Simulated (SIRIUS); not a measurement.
# HgTe (Coloradoite) (F-43m) in SIRIUS: a series of runs, part 4 of 4

SIRIUS 7.12.0. The steps go on from the part before.

### 7 Equation of state, AM05, 34.54 Å³/atom (volume scaled by 1.04)

Input file sirius.json:

```json
{
  "control": {
    "processing_unit": "cpu",
    "std_evp_solver_name": "lapack",
    "gen_evp_solver_name": "lapack",
    "verbosity": 2,
    "print_forces": false,
    "ortho_rf": true,
    "use_second_variation": true,
    "rmt_max": 3.0,
    "num_bands_to_print": 24,
    "save_wf": true
  },
  "parameters": {
    "electronic_structure_method": "full_potential_lapwlo",
    "xc_functionals": ["XC_GGA_X_AM05", "XC_GGA_C_AM05"],
    "core_relativity": "dirac",
    "valence_relativity": "iora",
    "num_fv_states": 36,
    "smearing": "fermi_dirac",
    "smearing_width": 0.0018374661,
    "pw_cutoff": 20,
    "gk_cutoff": 3.49,
    "lmax_apw": 11,
    "lmax_rho": 8,
    "lmax_pot": 8,
    "num_mag_dims": 0,
    "auto_rmt": 0,
    "ngridk": [7, 7, 7],
    "shiftk": [0, 0, 0],
    "num_dft_iter": 80,
    "energy_tol": 1e-07,
    "density_tol": 1e-05,
    "use_symmetry": true
  },
  "settings": {"tol_ne": 1e-10},
  "iterative_solver": {"type": "exact"},
  "mixer": {"type": "anderson", "beta": 0.5, "max_history": 8},
  "unit_cell": {
    "lattice_vectors": [[0.0, 6.1544617502, 6.1544617502], [6.1544617502, 0.0, 6.1544617502], [6.1544617502, 6.1544617502, 0.0]],
    "atom_types": ["Hg", "Te"],
    "atom_files": {"Hg": "Hg.json", "Te": "Te.json"},
    "atoms": {"Hg": [[0.0, 0.0, 0.0]], "Te": [[0.75, 0.75, 0.75]]}
  }
}
```

Input file Hg.json:

```json
{
  "name": "mercury",
  "symbol": "Hg",
  "number": 80,
  "mass": 200.59,
  "rmin": 1e-06,
  "rmt": 2.58,
  "nrmt": 800,
  "rinf": 12.86,
  "core": "1s2s2p3s3p3d4s4p4d",
  "valence": [
    {"basis": [{"enu": -0.06, "dme": 0, "n": 0, "auto": 0}, {"enu": -0.06, "dme": 1, "n": 0, "auto": 0}]},
    {"l": 0, "n": 1, "basis": [{"enu": 0.04, "dme": 0, "n": 0, "auto": 0}]},
    {"l": 1, "n": 2, "basis": [{"enu": 0.04, "dme": 0, "n": 0, "auto": 0}]},
    {"l": 2, "n": 3, "basis": [{"enu": 0.0345, "dme": 0, "n": 0, "auto": 0}]},
    {"l": 3, "n": 4, "basis": [{"enu": 0.04, "dme": 0, "n": 0, "auto": 0}]},
    {"l": 4, "n": 5, "basis": [{"enu": 0.04, "dme": 0, "n": 0, "auto": 0}]}
  ],
  "lo": [
    {"l": 0, "basis": [{"enu": 0.04, "dme": 0, "n": 0, "auto": 0}, {"enu": 0.04, "dme": 1, "n": 0, "auto": 0}]},
    {
      "l": 0,
      "basis": [{"enu": -4.0342, "dme": 0, "n": 5, "auto": 1}, {"enu": -4.0342, "dme": 1, "n": 5, "auto": 1}]
    },
    {
      "l": 0,
      "basis": [{"enu": -4.0342, "dme": 1, "n": 5, "auto": 1}, {"enu": 0.04, "dme": 0, "n": 0, "auto": 0}]
    },
    {"l": 0, "basis": [{"enu": 0.04, "dme": 0, "n": 0, "auto": 0}, {"enu": 2.4437, "dme": 0, "n": 0, "auto": 0}]},
    {"l": 1, "basis": [{"enu": 0.04, "dme": 0, "n": 0, "auto": 0}, {"enu": 0.04, "dme": 1, "n": 0, "auto": 0}]},
    {
      "l": 1,
      "basis": [{"enu": -2.1455, "dme": 0, "n": 5, "auto": 1}, {"enu": -2.1455, "dme": 1, "n": 5, "auto": 1}]
    },
    {
      "l": 1,
      "basis": [{"enu": -2.1455, "dme": 1, "n": 5, "auto": 1}, {"enu": 0.04, "dme": 0, "n": 0, "auto": 0}]
    },
    {"l": 1, "basis": [{"enu": 0.04, "dme": 0, "n": 0, "auto": 0}, {"enu": 2.8043, "dme": 0, "n": 0, "auto": 0}]},
    {
      "l": 2,
      "basis": [{"enu": 0.0345, "dme": 0, "n": 0, "auto": 0}, {"enu": 0.0345, "dme": 1, "n": 0, "auto": 0}]
    },
    {
      "l": 2,
      "basis": [{"enu": 0.0345, "dme": 1, "n": 0, "auto": 0}, {"enu": 0.0345, "dme": 2, "n": 0, "auto": 0}]
    },
    {
      "l": 2,
      "basis": [{"enu": 0.0345, "dme": 0, "n": 0, "auto": 0}, {"enu": 2.3781, "dme": 0, "n": 0, "auto": 0}]
    },
    {"l": 3, "basis": [{"enu": 0.04, "dme": 0, "n": 0, "auto": 0}, {"enu": 0.04, "dme": 1, "n": 0, "auto": 0}]},
    {
      "l": 3,
      "basis": [{"enu": -3.2537, "dme": 0, "n": 4, "auto": 1}, {"enu": -3.2537, "dme": 1, "n": 4, "auto": 1}]
    },
    {
      "l": 3,
      "basis": [{"enu": -3.2537, "dme": 1, "n": 4, "auto": 1}, {"enu": 0.04, "dme": 0, "n": 0, "auto": 0}]
    },
    {"l": 3, "basis": [{"enu": 0.04, "dme": 0, "n": 0, "auto": 0}, {"enu": 3.5254, "dme": 0, "n": 0, "auto": 0}]},
    {"l": 4, "basis": [{"enu": 0.04, "dme": 0, "n": 0, "auto": 0}, {"enu": 0.04, "dme": 1, "n": 0, "auto": 0}]},
    {"l": 4, "basis": [{"enu": 0.04, "dme": 0, "n": 0, "auto": 0}, {"enu": 2.9244, "dme": 0, "n": 0, "auto": 0}]}
  ],
  "free_atom": [... radial grid and density of the free atom, the start of the SCF ...]
}
```

Input file Te.json:

```json
{
  "name": "tellurium",
  "symbol": "Te",
  "number": 52,
  "mass": 127.6,
  "rmin": 1e-06,
  "rmt": 2.48,
  "nrmt": 800,
  "rinf": 14.28,
  "core": "1s2s2p3s3p3d",
  "valence": [
    {"basis": [{"enu": -0.06, "dme": 0, "n": 0, "auto": 0}, {"enu": -0.06, "dme": 1, "n": 0, "auto": 0}]},
    {"l": 0, "n": 1, "basis": [{"enu": -0.0791, "dme": 0, "n": 0, "auto": 0}]},
    {"l": 1, "n": 2, "basis": [{"enu": 0.04, "dme": 0, "n": 0, "auto": 0}]},
    {"l": 2, "n": 3, "basis": [{"enu": 0.04, "dme": 0, "n": 0, "auto": 0}]},
    {"l": 3, "n": 4, "basis": [{"enu": 0.04, "dme": 0, "n": 0, "auto": 0}]}
  ],
  "lo": [
    {
      "l": 0,
      "basis": [{"enu": -0.0791, "dme": 0, "n": 0, "auto": 0}, {"enu": -0.0791, "dme": 1, "n": 0, "auto": 0}]
    },
    {
      "l": 0,
      "basis": [{"enu": -5.7439, "dme": 0, "n": 4, "auto": 1}, {"enu": -5.7439, "dme": 1, "n": 4, "auto": 1}]
    },
    {
      "l": 0,
      "basis": [{"enu": -5.7439, "dme": 1, "n": 4, "auto": 1}, {"enu": -0.0791, "dme": 0, "n": 0, "auto": 0}]
    },
    {
      "l": 0,
      "basis": [{"enu": -0.0791, "dme": 0, "n": 0, "auto": 0}, {"enu": 2.5223, "dme": 0, "n": 0, "auto": 0}]
    },
    {"l": 1, "basis": [{"enu": 0.04, "dme": 0, "n": 0, "auto": 0}, {"enu": 0.04, "dme": 1, "n": 0, "auto": 0}]},
    {
      "l": 1,
      "basis": [{"enu": -3.926, "dme": 0, "n": 4, "auto": 1}, {"enu": -3.926, "dme": 1, "n": 4, "auto": 1}]
    },
    {"l": 1, "basis": [{"enu": -3.926, "dme": 1, "n": 4, "auto": 1}, {"enu": 0.04, "dme": 0, "n": 0, "auto": 0}]},
    {"l": 1, "basis": [{"enu": 0.04, "dme": 0, "n": 0, "auto": 0}, {"enu": 3.0317, "dme": 0, "n": 0, "auto": 0}]},
    {"l": 2, "basis": [{"enu": 0.04, "dme": 0, "n": 0, "auto": 0}, {"enu": 0.04, "dme": 1, "n": 0, "auto": 0}]},
    {
      "l": 2,
      "basis": [{"enu": -1.2702, "dme": 0, "n": 4, "auto": 1}, {"enu": -1.2702, "dme": 1, "n": 4, "auto": 1}]
    },
    {
      "l": 2,
      "basis": [{"enu": -1.2702, "dme": 1, "n": 4, "auto": 1}, {"enu": 0.04, "dme": 0, "n": 0, "auto": 0}]
    },
    {"l": 2, "basis": [{"enu": 0.04, "dme": 0, "n": 0, "auto": 0}, {"enu": 3.4219, "dme": 0, "n": 0, "auto": 0}]},
    {"l": 3, "basis": [{"enu": 0.04, "dme": 0, "n": 0, "auto": 0}, {"enu": 0.04, "dme": 1, "n": 0, "auto": 0}]},
    {"l": 3, "basis": [{"enu": 0.04, "dme": 0, "n": 0, "auto": 0}, {"enu": 2.8691, "dme": 0, "n": 0, "auto": 0}]}
  ],
  "free_atom": [... radial grid and density of the free atom, the start of the SCF ...]
}
```

Input file sirius_start.json:

```json
{
  "control": {
    "processing_unit": "cpu",
    "std_evp_solver_name": "lapack",
    "gen_evp_solver_name": "lapack",
    "verbosity": 1,
    "print_forces": false,
    "ortho_rf": true,
    "use_second_variation": true,
    "rmt_max": 3.0,
    "num_bands_to_print": 24,
    "save_wf": false
  },
  "parameters": {
    "electronic_structure_method": "full_potential_lapwlo",
    "xc_functionals": ["XC_LDA_X", "XC_LDA_C_PW"],
    "core_relativity": "dirac",
    "valence_relativity": "iora",
    "num_fv_states": 36,
    "smearing": "fermi_dirac",
    "smearing_width": 0.0055123983,
    "pw_cutoff": 20,
    "gk_cutoff": 2.79,
    "lmax_apw": 11,
    "lmax_rho": 8,
    "lmax_pot": 8,
    "num_mag_dims": 0,
    "auto_rmt": 0,
    "ngridk": [3, 3, 3],
    "shiftk": [0, 0, 0],
    "num_dft_iter": 30,
    "energy_tol": 0.01,
    "density_tol": 0.05,
    "use_symmetry": true
  },
  "settings": {"tol_ne": 1e-10},
  "iterative_solver": {"type": "exact"},
  "mixer": {"type": "anderson", "beta": 0.5, "max_history": 8},
  "unit_cell": {
    "lattice_vectors": [[0.0, 6.1544617502, 6.1544617502], [6.1544617502, 0.0, 6.1544617502], [6.1544617502, 6.1544617502, 0.0]],
    "atom_types": ["Hg", "Te"],
    "atom_files": {"Hg": "Hg.json", "Te": "Te.json"},
    "atoms": {"Hg": [[0.0, 0.0, 0.0]], "Te": [[0.75, 0.75, 0.75]]}
  }
}
```

Command:

```bash
> OMP_NUM_THREADS=1 sirius.scf --input=sirius_start.json --output=start.json
> OMP_NUM_THREADS=1 sirius.scf --input=sirius.json --output=output.json --task=1
```

Wall time 91 s (1 thread of Arm Neoverse V2, shared host); peak memory 0.56 GiB.

It converged, with:

```
Free energy                                       : -719548.5917 eV
Band gap on the k mesh                            : none (metal or under the smearing width)
All electrons inside the program's atomic spheres : Hg 78.45; Te 49.61 (radii Hg 2.58, Te 2.48 bohr)
```

### 8 Equation of state, AM05, 35.21 Å³/atom (volume scaled by 1.06)

sirius.json, as its differences from that of step 7:

```diff
@@ -39,3 +39,3 @@
   "unit_cell": {
-    "lattice_vectors": [[0.0, 6.1544617502, 6.1544617502], [6.1544617502, 0.0, 6.1544617502], [6.1544617502, 6.1544617502, 0.0]],
+    "lattice_vectors": [[0.0, 6.1936632005, 6.1936632005], [6.1936632005, 0.0, 6.1936632005], [6.1936632005, 6.1936632005, 0.0]],
     "atom_types": ["Hg", "Te"],
```

Input file Hg.json:

```json
{
  "name": "mercury",
  "symbol": "Hg",
  "number": 80,
  "mass": 200.59,
  "rmin": 1e-06,
  "rmt": 2.58,
  "nrmt": 800,
  "rinf": 12.86,
  "core": "1s2s2p3s3p3d4s4p4d",
  "valence": [
    {"basis": [{"enu": -0.07, "dme": 0, "n": 0, "auto": 0}, {"enu": -0.07, "dme": 1, "n": 0, "auto": 0}]},
    {"l": 0, "n": 1, "basis": [{"enu": 0.03, "dme": 0, "n": 0, "auto": 0}]},
    {"l": 1, "n": 2, "basis": [{"enu": 0.03, "dme": 0, "n": 0, "auto": 0}]},
    {"l": 2, "n": 3, "basis": [{"enu": 0.0245, "dme": 0, "n": 0, "auto": 0}]},
    {"l": 3, "n": 4, "basis": [{"enu": 0.03, "dme": 0, "n": 0, "auto": 0}]},
    {"l": 4, "n": 5, "basis": [{"enu": 0.03, "dme": 0, "n": 0, "auto": 0}]}
  ],
  "lo": [
    {"l": 0, "basis": [{"enu": 0.03, "dme": 0, "n": 0, "auto": 0}, {"enu": 0.03, "dme": 1, "n": 0, "auto": 0}]},
    {
      "l": 0,
      "basis": [{"enu": -4.0442, "dme": 0, "n": 5, "auto": 1}, {"enu": -4.0442, "dme": 1, "n": 5, "auto": 1}]
    },
    {
      "l": 0,
      "basis": [{"enu": -4.0442, "dme": 1, "n": 5, "auto": 1}, {"enu": 0.03, "dme": 0, "n": 0, "auto": 0}]
    },
    {"l": 0, "basis": [{"enu": 0.03, "dme": 0, "n": 0, "auto": 0}, {"enu": 2.4337, "dme": 0, "n": 0, "auto": 0}]},
    {"l": 1, "basis": [{"enu": 0.03, "dme": 0, "n": 0, "auto": 0}, {"enu": 0.03, "dme": 1, "n": 0, "auto": 0}]},
    {
      "l": 1,
      "basis": [{"enu": -2.1555, "dme": 0, "n": 5, "auto": 1}, {"enu": -2.1555, "dme": 1, "n": 5, "auto": 1}]
    },
    {
      "l": 1,
      "basis": [{"enu": -2.1555, "dme": 1, "n": 5, "auto": 1}, {"enu": 0.03, "dme": 0, "n": 0, "auto": 0}]
    },
    {"l": 1, "basis": [{"enu": 0.03, "dme": 0, "n": 0, "auto": 0}, {"enu": 2.7943, "dme": 0, "n": 0, "auto": 0}]},
    {
      "l": 2,
      "basis": [{"enu": 0.0245, "dme": 0, "n": 0, "auto": 0}, {"enu": 0.0245, "dme": 1, "n": 0, "auto": 0}]
    },
    {
      "l": 2,
      "basis": [{"enu": 0.0245, "dme": 1, "n": 0, "auto": 0}, {"enu": 0.0245, "dme": 2, "n": 0, "auto": 0}]
    },
    {
      "l": 2,
      "basis": [{"enu": 0.0245, "dme": 0, "n": 0, "auto": 0}, {"enu": 2.3681, "dme": 0, "n": 0, "auto": 0}]
    },
    {"l": 3, "basis": [{"enu": 0.03, "dme": 0, "n": 0, "auto": 0}, {"enu": 0.03, "dme": 1, "n": 0, "auto": 0}]},
    {
      "l": 3,
      "basis": [{"enu": -3.2637, "dme": 0, "n": 4, "auto": 1}, {"enu": -3.2637, "dme": 1, "n": 4, "auto": 1}]
    },
    {
      "l": 3,
      "basis": [{"enu": -3.2637, "dme": 1, "n": 4, "auto": 1}, {"enu": 0.03, "dme": 0, "n": 0, "auto": 0}]
    },
    {"l": 3, "basis": [{"enu": 0.03, "dme": 0, "n": 0, "auto": 0}, {"enu": 3.5154, "dme": 0, "n": 0, "auto": 0}]},
    {"l": 4, "basis": [{"enu": 0.03, "dme": 0, "n": 0, "auto": 0}, {"enu": 0.03, "dme": 1, "n": 0, "auto": 0}]},
    {"l": 4, "basis": [{"enu": 0.03, "dme": 0, "n": 0, "auto": 0}, {"enu": 2.9144, "dme": 0, "n": 0, "auto": 0}]}
  ],
  "free_atom": [... radial grid and density of the free atom, the start of the SCF ...]
}
```

Input file Te.json:

```json
{
  "name": "tellurium",
  "symbol": "Te",
  "number": 52,
  "mass": 127.6,
  "rmin": 1e-06,
  "rmt": 2.48,
  "nrmt": 800,
  "rinf": 14.28,
  "core": "1s2s2p3s3p3d",
  "valence": [
    {"basis": [{"enu": -0.07, "dme": 0, "n": 0, "auto": 0}, {"enu": -0.07, "dme": 1, "n": 0, "auto": 0}]},
    {"l": 0, "n": 1, "basis": [{"enu": -0.0891, "dme": 0, "n": 0, "auto": 0}]},
    {"l": 1, "n": 2, "basis": [{"enu": 0.03, "dme": 0, "n": 0, "auto": 0}]},
    {"l": 2, "n": 3, "basis": [{"enu": 0.03, "dme": 0, "n": 0, "auto": 0}]},
    {"l": 3, "n": 4, "basis": [{"enu": 0.03, "dme": 0, "n": 0, "auto": 0}]}
  ],
  "lo": [
    {
      "l": 0,
      "basis": [{"enu": -0.0891, "dme": 0, "n": 0, "auto": 0}, {"enu": -0.0891, "dme": 1, "n": 0, "auto": 0}]
    },
    {
      "l": 0,
      "basis": [{"enu": -5.7539, "dme": 0, "n": 4, "auto": 1}, {"enu": -5.7539, "dme": 1, "n": 4, "auto": 1}]
    },
    {
      "l": 0,
      "basis": [{"enu": -5.7539, "dme": 1, "n": 4, "auto": 1}, {"enu": -0.0891, "dme": 0, "n": 0, "auto": 0}]
    },
    {
      "l": 0,
      "basis": [{"enu": -0.0891, "dme": 0, "n": 0, "auto": 0}, {"enu": 2.5123, "dme": 0, "n": 0, "auto": 0}]
    },
    {"l": 1, "basis": [{"enu": 0.03, "dme": 0, "n": 0, "auto": 0}, {"enu": 0.03, "dme": 1, "n": 0, "auto": 0}]},
    {
      "l": 1,
      "basis": [{"enu": -3.936, "dme": 0, "n": 4, "auto": 1}, {"enu": -3.936, "dme": 1, "n": 4, "auto": 1}]
    },
    {"l": 1, "basis": [{"enu": -3.936, "dme": 1, "n": 4, "auto": 1}, {"enu": 0.03, "dme": 0, "n": 0, "auto": 0}]},
    {"l": 1, "basis": [{"enu": 0.03, "dme": 0, "n": 0, "auto": 0}, {"enu": 3.0217, "dme": 0, "n": 0, "auto": 0}]},
    {"l": 2, "basis": [{"enu": 0.03, "dme": 0, "n": 0, "auto": 0}, {"enu": 0.03, "dme": 1, "n": 0, "auto": 0}]},
    {
      "l": 2,
      "basis": [{"enu": -1.2802, "dme": 0, "n": 4, "auto": 1}, {"enu": -1.2802, "dme": 1, "n": 4, "auto": 1}]
    },
    {
      "l": 2,
      "basis": [{"enu": -1.2802, "dme": 1, "n": 4, "auto": 1}, {"enu": 0.03, "dme": 0, "n": 0, "auto": 0}]
    },
    {"l": 2, "basis": [{"enu": 0.03, "dme": 0, "n": 0, "auto": 0}, {"enu": 3.4119, "dme": 0, "n": 0, "auto": 0}]},
    {"l": 3, "basis": [{"enu": 0.03, "dme": 0, "n": 0, "auto": 0}, {"enu": 0.03, "dme": 1, "n": 0, "auto": 0}]},
    {"l": 3, "basis": [{"enu": 0.03, "dme": 0, "n": 0, "auto": 0}, {"enu": 2.8591, "dme": 0, "n": 0, "auto": 0}]}
  ],
  "free_atom": [... radial grid and density of the free atom, the start of the SCF ...]
}
```

sirius_start.json, as its differences from that of step 7:

```diff
@@ -39,3 +39,3 @@
   "unit_cell": {
-    "lattice_vectors": [[0.0, 6.1544617502, 6.1544617502], [6.1544617502, 0.0, 6.1544617502], [6.1544617502, 6.1544617502, 0.0]],
+    "lattice_vectors": [[0.0, 6.1936632005, 6.1936632005], [6.1936632005, 0.0, 6.1936632005], [6.1936632005, 6.1936632005, 0.0]],
     "atom_types": ["Hg", "Te"],
```

Command:

```bash
> OMP_NUM_THREADS=1 sirius.scf --input=sirius_start.json --output=start.json
> OMP_NUM_THREADS=1 sirius.scf --input=sirius.json --output=output.json --task=1
```

Wall time 93 s (1 thread of Arm Neoverse V2, shared host); peak memory 0.56 GiB.

It converged, with:

- Free energy: -719548.5925 eV
- Band gap on the k mesh: none (metal or under the smearing width)
- All electrons inside the program's atomic spheres: Hg 78.44; Te 49.60 (radii Hg 2.58, Te 2.48 bohr)

### 9 Equation of state, AM05

Potentials or basis: all-electron FP-LAPW, apw+lo standard.

No new run: the results of the series are fitted here.

Results:

| Property | Result |
| --- | --- |
| Equilibrium volume | 34.90 Å³/atom |
| Bulk modulus | 39 GPa |
| Pressure derivative of the bulk modulus | 5.3 (rough: it moves with the points fitted) |

Energy against volume, from the lowest point:
| volume (Å³/atom) | energy (meV/atom) |
| --- | --- |
| 31.223 | 59.87 |
| 31.887 | 38.35 |
| 32.551 | 22.18 |
| 33.215 | 10.97 |
| 33.880 | 3.36 |
| 34.544 | 0.39 |
| 35.208 | 0.00 |

The run has no spin-orbit coupling, so splittings on Hg, Te are missing.

### 10 How close it comes

Step 9. Against the measured bulk modulus of HgTe, 43 GPa (a printed reference work, monograph), the calculated 39 GPa is off by -8.6 %. The fit is for a static lattice scaled at fixed shape and fixed fractional positions.
